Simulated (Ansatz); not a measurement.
MgO2:

```
Mg O
1.0
     1.60476    0.92651    3.49398
    -1.60476    0.92651    3.49398
     0.00000   -1.85302    3.49398
Mg O
1 2
Direct
  0.00000 0.00000 0.00000
  0.57121 0.57121 0.57121
  0.42879 0.42879 0.42879
```

The cell comes from a database or a generator and needn't be the stable form of this composition.

```yaml
Program: Ansatz 0.2.0
Task: relaxation of cell and atoms
Functional: LDA
Potentials_or_basis: Ansatz PAW
Cutoff: "420 eV (not typed: the program's choice for these potentials)"
k_mesh: 10 × 10 × 10
Occupations: fermi-dirac, width 0.05 eV
Spin: no spin polarisation
```

At the start: volume 10.39 Å³/atom.

Q: How do energy, volume and symmetry change on relaxing?

A: It ends after 8 steps and the volume is 9.60 Å³/atom (-7.6 %); space group R-3m (No. 166, to 0.05 Å).

The path:
| step | energy change (eV) | largest force (eV/Å) | volume (Å³) |
| --- | --- | --- | --- |
| 1 | 0.0000 | 0.4502 | 31.17 |
| 2 | -0.0612 | 0.2430 | 30.09 |
| 3 | -0.0917 | 0.0310 | 28.78 |
| 4 | -0.0910 | 0.0088 | 28.93 |
| 5 | -0.0910 | 0.0017 | 28.93 |
| 6 | -0.0796 | 0.0026 | 28.93 |
| 7 | -0.0807 | 0.0066 | 28.80 |
| 8 | -0.0798 | 0.0060 | 28.80 |

Final structure:
```
Mg O
1.0
     1.55793    0.89947    3.42552
    -1.55793    0.89947    3.42552
     0.00000   -1.79894    3.42552
Mg O
1 2
Direct
  0.00000 0.00000 0.00000
  0.57066 0.57066 0.57066
  0.42934 0.42934 0.42934
```

Caveat: the plane-wave basis is chosen anew once the cell has moved, so the energies of steps on either side of that aren't comparable; the pressure holds a Pulay correction of +1.2 GPa for the finite cutoff; the PAW data sets come from PBE, with cores solved anew for the run's functional, which leaves a small shift of forces and pressure.
